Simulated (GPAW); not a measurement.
# Al (Im-3m) in GPAW: further runs

One crystal, Al, is run at these levels: PBEsol; tasks: relaxation of cell and atoms.

Everything below comes from runs of GPAW 26.7.0. Logs are shortened: lines on timing, memory, paths and dates and some standing lists are left out, and cuts for length are marked. The log counts tension as positive stress, the text compression.

### 1 The crystal as given

The structure is cubic, space group Im-3m (No. 229). The conventional cell has a = 3.182 Å, b = 3.182 Å, c = 3.182 Å, α = 90.00°, β = 90.00°, γ = 90.00°. Al (site symmetry m-3m) is surrounded by 8 Al at 2.76 Å.

This isn't the form of Al at room conditions, which is fcc.

### 2 Relaxation of cell and atoms, PBEsol, target pressure 20 GPa, at which the enthalpy is minimised

Contents of run.py:

```python
from ase import Atoms
from ase.filters import FrechetCellFilter
from ase.io import write
from ase.optimize import BFGS
from ase.units import GPa
from gpaw import GPAW, PW, setup_paths

setup_paths.insert(0, '.')

atoms = Atoms(['Al'],
              cell=[[-1.59121869, 1.59121869, 1.59121869],
                    [1.59121869, -1.59121869, 1.59121869],
                    [1.59121869, 1.59121869, -1.59121869]],
              scaled_positions=[[0.0, 0.0, 0.0]],
              pbc=True)

calc = GPAW(mode=PW(600),
            xc='PBEsol',
            kpts={'size': (12, 12, 12), 'gamma': True},
            occupations={'name': 'fermi-dirac', 'width': 0.05},
            nbands=7,
            convergence={'density': 1e-05, 'forces': 0.0001},
            maxiter=150,
            txt='gpaw.txt')
atoms.calc = calc
opt = BFGS(FrechetCellFilter(atoms, scalar_pressure=20 * GPa), trajectory='relax.traj', logfile='-')
done = opt.run(fmax=0.02, steps=60)
calc.write('gs.gpw')
write('result.traj', atoms)
print('Converged:', done)
print('Cell:', atoms.cell.cellpar().round(4))
print('Volume:', round(atoms.get_volume(), 4))
print(atoms.get_scaled_positions().round(5))
```

Potentials or basis: PAW data sets generated in the run's folder for this functional, pw.

On the command line:

```bash
$ gpaw-setup -f PBEsol Al
$ OMP_NUM_THREADS=1 python run.py
```

gpaw.txt:

```text
__  _  _
 | _ |_)|_||  |
 |__||  | ||/\| - 26.7.0

Input parameters:
  mode=PW(ecut=600.0),
  convergence={'density': 1e-05, 'forces': 0.0001},
  kpts=MonkhorstPack(size=(12, 12, 12), gamma=True),
  maxiter=150,
  nbands=7,
  occupations=Occupations(name='fermi-dirac', width=0.05),
  xc=XC(name='PBEsol')

Diagonalizing LCAO Hamiltonian
Converting LCAO to pw mode

       Al

Atoms  # Å, Bohr magnetons
|   | symbol |        x |        y |        z |    initial magnetic moments |
|---|--------|----------|----------|----------|-----------------------------|
| 0 |     Al | 0.000000 | 0.000000 | 0.000000 | ( 0.0000,  0.0000,  0.0000) |

Unit cell  # Å
| periodic |         x |         y |         z |  lengths |     angles |
|----------|-----------|-----------|-----------|----------|------------|
|      yes | -1.591219 |  1.591219 |  1.591219 | 2.756072 | 109.471221 |
|      yes |  1.591219 | -1.591219 |  1.591219 | 2.756072 | 109.471221 |
|      yes |  1.591219 |  1.591219 | -1.591219 | 2.756072 | 109.471221 |

Number of symmetries: 48
Symmetry operations  # r_c * U_cc + t_c -> r_c
|    | kind |            matrix            |
|----|------|------------------------------|
|  0 |  σ   |  1, 1, 1,  0, 0,-1,  0,-1, 0 |
|  1 |  C4  |  1, 1, 1,  0, 0,-1, -1, 0, 0 |
|  2 |  C2  |  1, 1, 1,  0,-1, 0,  0, 0,-1 |
|  3 |  S6  |  1, 1, 1,  0,-1, 0, -1, 0, 0 |
|  4 |  S6  |  1, 1, 1, -1, 0, 0,  0, 0,-1 |
|  5 |  C4  |  1, 1, 1, -1, 0, 0,  0,-1, 0 |
|  6 |  E   |  1, 0, 0,  0, 1, 0,  0, 0, 1 |
|  7 |  σ   |  1, 0, 0,  0, 1, 0, -1,-1,-1 |
|  8 |  σ   |  1, 0, 0,  0, 0, 1,  0, 1, 0 |
[... 148 lines left out ...]
SCF iterations
|iter     | |      energy | eigst |  dens |force |
|---------|-|-------------|-------|-------|------|
|iter:   1| |   -3.983474 | -0.21 |       |      |
|iter:   2| |   -3.983153 | -3.38 | -1.00 |      |
|iter:   3| |   -3.978351 | -3.18 | -1.02 |      |
|iter:   4| |   -3.978569 | -3.89 | -1.60 |      |
|iter:   5| |   -3.978591c| -5.90 | -2.83 |      |
|iter:   6| |   -3.978595c| -6.48 | -3.24 |      |
|iter:   7| |   -3.978595c| -8.53c| -4.77 |      |
|iter:   8| |   -3.978595c| -9.21c| -5.24c|      |
|iter:   9| |   -3.978595c| -9.92c| -6.83c|-24.25c|

Converged in 9 steps
Energy contributions relative to reference atoms: (reference = -6590.127727)

Energy contributions:
  Kinetic:           5.407279
  Coulomb:          -3.153784
  Zero:             -0.007957
  External:          0.000000
  Xc:               -6.222073
  Entropy:          -0.004121
  Spinorbit:         0.000000
  ----------------------------
  Free energy:      -3.980655
  Extrapolated:     -3.978595
[... 18 lines left out ...]
Stress tensor  # eV/Ang^3
|         x |         y |         z |
|-----------|-----------|-----------|
| -0.015217 |  0.000000 | -0.000000 |
|  0.000000 | -0.015217 |  0.000000 |
| -0.000000 |  0.000000 | -0.015217 |

Forces  # eV/Ang
|        x |        y |       z |
|----------|----------|---------|
| -0.00000 | -0.00000 | 0.00000 |  # Al   0

Interpolating wave functions to new cell

       Al

Atoms  # Å, Bohr magnetons
|   | symbol |         x |         y |         z |    initial magnetic moments |
|---|--------|-----------|-----------|-----------|-----------------------------|
| 0 |     Al | -0.000000 | -0.000000 | -0.000000 | ( 0.0000,  0.0000,  0.0000) |

Unit cell  # Å
| periodic |         x |         y |         z |  lengths |     angles |
|----------|-----------|-----------|-----------|----------|------------|
|      yes | -1.551566 |  1.551566 |  1.551566 | 2.687391 | 109.471221 |
|      yes |  1.551566 | -1.551566 |  1.551566 | 2.687391 | 109.471221 |
|      yes |  1.551566 |  1.551566 | -1.551566 | 2.687391 | 109.471221 |

Number of symmetries: 48
Symmetry operations  # r_c * U_cc + t_c -> r_c
|    | kind |            matrix            |
|----|------|------------------------------|
|  0 |  σ   |  1, 1, 1,  0, 0,-1,  0,-1, 0 |
|  1 |  C4  |  1, 1, 1,  0, 0,-1, -1, 0, 0 |
|  2 |  C2  |  1, 1, 1,  0,-1, 0,  0, 0,-1 |
|  3 |  S6  |  1, 1, 1,  0,-1, 0, -1, 0, 0 |
|  4 |  S6  |  1, 1, 1, -1, 0, 0,  0, 0,-1 |
|  5 |  C4  |  1, 1, 1, -1, 0, 0,  0,-1, 0 |
|  6 |  E   |  1, 0, 0,  0, 1, 0,  0, 0, 1 |
|  7 |  σ   |  1, 0, 0,  0, 1, 0, -1,-1,-1 |
|  8 |  σ   |  1, 0, 0,  0, 0, 1,  0, 1, 0 |
[... 192 lines left out ...]
Stress tensor  # eV/Ang^3
|         x |         y |         z |
|-----------|-----------|-----------|
| -0.060786 | -0.000000 | -0.000000 |
| -0.000000 | -0.060786 |  0.000000 |
| -0.000000 |  0.000000 | -0.060786 |

Forces  # eV/Ang
|       x |        y |       z |
|---------|----------|---------|
| 0.00000 | -0.00000 | 0.00000 |  # Al   0

Interpolating wave functions to new cell

       Al

Atoms  # Å, Bohr magnetons
|   | symbol |         x |         y |        z |    initial magnetic moments |
|---|--------|-----------|-----------|----------|-----------------------------|
| 0 |     Al | -0.000000 | -0.000000 | 0.000000 | ( 0.0000,  0.0000,  0.0000) |

Unit cell  # Å
| periodic |         x |         y |         z |  lengths |     angles |
|----------|-----------|-----------|-----------|----------|------------|
|      yes | -1.505973 |  1.505973 |  1.505973 | 2.608422 | 109.471221 |
|      yes |  1.505973 | -1.505973 |  1.505973 | 2.608422 | 109.471221 |
|      yes |  1.505973 |  1.505973 | -1.505973 | 2.608422 | 109.471221 |

Number of symmetries: 48
Symmetry operations  # r_c * U_cc + t_c -> r_c
|    | kind |            matrix            |
|----|------|------------------------------|
|  0 |  σ   |  1, 1, 1,  0, 0,-1,  0,-1, 0 |
|  1 |  C4  |  1, 1, 1,  0, 0,-1, -1, 0, 0 |
|  2 |  C2  |  1, 1, 1,  0,-1, 0,  0, 0,-1 |
|  3 |  S6  |  1, 1, 1,  0,-1, 0, -1, 0, 0 |
|  4 |  S6  |  1, 1, 1, -1, 0, 0,  0, 0,-1 |
|  5 |  C4  |  1, 1, 1, -1, 0, 0,  0,-1, 0 |
|  6 |  E   |  1, 0, 0,  0, 1, 0,  0, 0, 1 |
|  7 |  σ   |  1, 0, 0,  0, 1, 0, -1,-1,-1 |
|  8 |  σ   |  1, 0, 0,  0, 0, 1,  0, 1, 0 |
[... 148 lines left out ...]
SCF iterations
|iter     | |      energy | eigst |  dens |force |
|---------|-|-------------|-------|-------|------|
|iter:   1| |   -3.817857 | -1.26 |       |      |
|iter:   2| |   -3.817360 | -5.29 | -1.49 |      |
|iter:   3| |   -3.813322 | -3.80 | -1.51 |      |
|iter:   4| |   -3.813122 | -4.51 | -2.06 |      |
|iter:   5| |   -3.813128c| -6.90 | -3.12 |      |
|iter:   6| |   -3.813129c| -7.71c| -3.52 |      |
|iter:   7| |   -3.813129c|-10.00c| -5.39c|      |
|iter:   8| |   -3.813129c|-10.68c| -5.83c|-26.05c|

Converged in 8 steps
Energy contributions relative to reference atoms: (reference = -6590.127727)

Energy contributions:
  Kinetic:          12.093137
  Coulomb:          -8.092894
  Zero:             -0.013377
  External:          0.000000
  Xc:               -7.798004
  Entropy:          -0.003980
  Spinorbit:         0.000000
  ----------------------------
  Free energy:      -3.815119
  Extrapolated:     -3.813129
[... 18 lines left out ...]
Stress tensor  # eV/Ang^3
|         x |         y |         z |
|-----------|-----------|-----------|
| -0.136071 |  0.000000 |  0.000000 |
|  0.000000 | -0.136071 |  0.000000 |
|  0.000000 |  0.000000 | -0.136071 |

Forces  # eV/Ang
|       x |        y |       z |
|---------|----------|---------|
| 0.00000 | -0.00000 | 0.00000 |  # Al   0

Interpolating wave functions to new cell

       Al

Atoms  # Å, Bohr magnetons
|   | symbol |         x |         y |        z |    initial magnetic moments |
|---|--------|-----------|-----------|----------|-----------------------------|
| 0 |     Al | -0.000000 | -0.000000 | 0.000000 | ( 0.0000,  0.0000,  0.0000) |

Unit cell  # Å
| periodic |         x |         y |         z |  lengths |     angles |
|----------|-----------|-----------|-----------|----------|------------|
|      yes | -1.512198 |  1.512198 |  1.512198 | 2.619203 | 109.471221 |
|      yes |  1.512198 | -1.512198 |  1.512198 | 2.619203 | 109.471221 |
|      yes |  1.512198 |  1.512198 | -1.512198 | 2.619203 | 109.471221 |

Number of symmetries: 48
Symmetry operations  # r_c * U_cc + t_c -> r_c
|    | kind |            matrix            |
|----|------|------------------------------|
|  0 |  σ   |  1, 1, 1,  0, 0,-1,  0,-1, 0 |
|  1 |  C4  |  1, 1, 1,  0, 0,-1, -1, 0, 0 |
|  2 |  C2  |  1, 1, 1,  0,-1, 0,  0, 0,-1 |
|  3 |  S6  |  1, 1, 1,  0,-1, 0, -1, 0, 0 |
|  4 |  S6  |  1, 1, 1, -1, 0, 0,  0, 0,-1 |
|  5 |  C4  |  1, 1, 1, -1, 0, 0,  0,-1, 0 |
|  6 |  E   |  1, 0, 0,  0, 1, 0,  0, 0, 1 |
|  7 |  σ   |  1, 0, 0,  0, 1, 0, -1,-1,-1 |
|  8 |  σ   |  1, 0, 0,  0, 0, 1,  0, 1, 0 |
[... 192 lines left out ...]
Stress tensor  # eV/Ang^3
|         x |         y |         z |
|-----------|-----------|-----------|
| -0.124197 |  0.000000 | -0.000000 |
|  0.000000 | -0.124197 |  0.000000 |
| -0.000000 |  0.000000 | -0.124197 |

Forces  # eV/Ang
|        x |        y |       z |
|----------|----------|---------|
| -0.00000 | -0.00000 | 0.00000 |  # Al   0

# Writing to gs.gpw (mode='')
```

Wall time 8.8 s (1 thread of AMD EPYC 9R45 (Zen 5), shared host); peak memory 0.16 GiB.

Results:

- Free energy: -3.8373 eV
- Relaxed volume: 13.83 Å³/atom
- Relaxed cell: a = 2.619 Å, b = 2.619 Å, c = 2.619 Å, α = 109.47°, β = 109.47°, γ = 109.47°
- Space group after relaxing (to 0.05 Å): Im-3m (No. 229)
- Energy change on relaxing (the enthalpy is what falls): +143.3 meV/atom
- Ionic steps: 4
- Pressure after relaxing: 19.9 GPa
- Band gap on the k mesh: none (metal or under the smearing width)

Step by step:
| step | energy change (eV) | largest force (eV/Å) | pressure (GPa) | volume (Å³) |
| --- | --- | --- | --- | --- |
| 1 | 0.0000 | 0.0000 | 2.44 | 16.12 |
| 2 | 0.0430 | 0.0000 | 9.74 | 14.94 |
| 3 | 0.1655 | 0.0000 | 21.80 | 13.66 |
| 4 | 0.1433 | 0.0000 | 19.90 | 13.83 |

Final structure:
```
CELL_PARAMETERS angstrom
-1.51220 1.51220 1.51220
1.51220 -1.51220 1.51220
1.51220 1.51220 -1.51220
ATOMIC_POSITIONS crystal
Al 0.00000 0.00000 0.00000
```

Caveat: later steps reuse the first step's grids.

(Part 1 of 2 ends here.)
